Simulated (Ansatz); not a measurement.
# Si$_{7}$Ge: strain energy, fitted

Si$_{7}$Ge, P-43m, a = 5.468 Å. The structure is a Materials Project entry; whether it is the stable form wasn't checked. Ansatz: r2SCAN, PAW, 500 eV, Γ-centred 8×8×8 mesh on 8 atoms, Gaussian smearing 0.02 eV; no spin polarisation. Series: shear of c along a, cell held, atoms relaxed; x is the strain in per cent (engineering shear). y is the free energy over the unstrained cell, V0 = 20.436 Å³/atom. Symmetry makes y even in x.

| x (%) | y (meV/atom) |
| --- | --- |
| 0.0 | 0.00 |
| 2.0 | ? |
| 4.0 | 8.19 |
| 6.0 | 18.42 |
| 8.0 | 32.69 |
| 12.0 | 72.52 |

Fit y = c2 x² + c4 x⁴ to the other rows, turn c2 into a modulus, and predict the missing energy.

Least squares on the rows shown. y = 0.51545 x² − 8.1941×10⁻⁵ x⁴. In eV per unit strain² c2 is 5.154; this is the shear stiffness (E = ½ C V0 γ²): 2 × 5.154 × 160.2 / (20.436) = 81 GPa. At x = 2.0 the fit asked for gives 2.06 meV/atom. The run gave 2.05 meV/atom, so the fit is 0.01 meV/atom too high, within the rms miss on the fitted rows (0.03 meV/atom).

Where the gap has closed, the smearing of 0.02 eV or less is narrow for a metal on this mesh.